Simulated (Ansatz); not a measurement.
**Worked example: C4H10 + GaH2(SH) → C3H8S + GaH2(CH3)**

Gas-phase species: C4H10 `CCCC`, singlet; GaH2(SH), singlet; C3H8S (1-propanethiol) `CCCS`, singlet; GaH2(CH3), singlet. The partners trade CH3 for SH: C–CH3 and Ga–SH bonds give way to C–SH and Ga–CH3.

Shapes, held fixed at every level: PBE0-D4/def2-TZVP. Flexible molecules stand in one conformer, not always the lowest. Programs: Ansatz 0.2.0. Electronic energies: no zero-point or thermal term.

At CCSD(T)/def2-TZVPP; 1 Eh = 2625.50 kJ/mol:

| species | energy (Eh) |
| --- | --- |
| C4H10 | -158.155948 |
| GaH2(SH) | -2323.019402 |
| C3H8S | -516.647279 |
| GaH2(CH3) | -1964.481514 |

Task: Work out ΔE of the reaction at this level.

Result: 
1. Products less reactants: (-516.647279) + (-1964.481514) − [(-158.155948) + (-2323.019402)] = 0.046557 Eh = +122.2 kJ/mol.

Other levels give +120.0 (PBE-D4/def2-TZVPP) to +125.5 kJ/mol (r2SCAN-D4/def2-TZVPP). No measured value is set beside it here. Relativity is left out for Ga. Outer-core shells of Ga are correlated, in sets that cover them unevenly.
